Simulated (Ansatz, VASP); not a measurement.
**AgCl in VASP and in Ansatz**

Contents of INCAR:

```
PREC = Accurate
ENCUT = 520
EDIFF = 1E-7
ISMEAR = 0
SIGMA = 0.03
LREAL = False
LASPH = True
NELM = 80
ALGO = Normal
ISIF = 2
LWAVE = False
LCHARG = False
NBANDS = 16
```

File KPOINTS:

```
Automatic mesh
0
Gamma
  10 10 10
```

File POSCAR:

```
AgCl
1.0
    3.4339730000      0.0000000000      0.0000000000
    0.0000000000      3.4339730000      0.0000000000
    0.0000000000      0.0000000000      3.4339730000
Ag Cl
1 1
Direct
    0.0000000000      0.0000000000      0.0000000000
    0.5000000000      0.5000000000      0.5000000000
```

Input for Ansatz:

```yaml
crystal:
  lattice:
    - [3.433973, 0.0, 0.0]
    - [0.0, 3.433973, 0.0]
    - [0.0, 0.0, 3.433973]
  atoms:
    - { symbol: Ag, position: [0.0, 0.0, 0.0] }
    - { symbol: Cl, position: [0.5, 0.5, 0.5] }
basis:
  ecutwfc: 420
kpoints:
  mp_grid: { grid: [10, 10, 10] }
hamiltonian:
  xc: lda
scf:
  occupations: { method: gaussian, width: 0.03 }
output:
  forces: true
  stress: true
  eigenvalues: true
```

Measurements of this composition are mostly on another form, of space group No. 225.

Alike in both runs: task single point; functional LDA; k mesh 10 × 10 × 10; occupations gaussian, width 0.03 eV; no spin polarisation.

```csv
,VASP,Ansatz
version,VASP 6.6.1,Ansatz 0.2.0
potentials or method,"VASP PAW LDA potentials, release 64 (Ag, Cl)","scalar-relativistic, plane waves, PAW"
plane-wave cutoff (eV),520,420
valence electrons in the cell,18,26
```

```tsv
	VASP	Ansatz	Ansatz less VASP
gap on the k mesh at the Fermi level (eV)	0.31	0.28	-0.030
least direct gap on the mesh (eV)	1.82	1.79	-0.027
pressure (GPa)	-7.6	-7.6	+0.02
```

The two sets of potentials don't hold the same shells in valence.

A k mesh can miss the band edges. As with any semilocal functional, this LDA gap is likely too small.
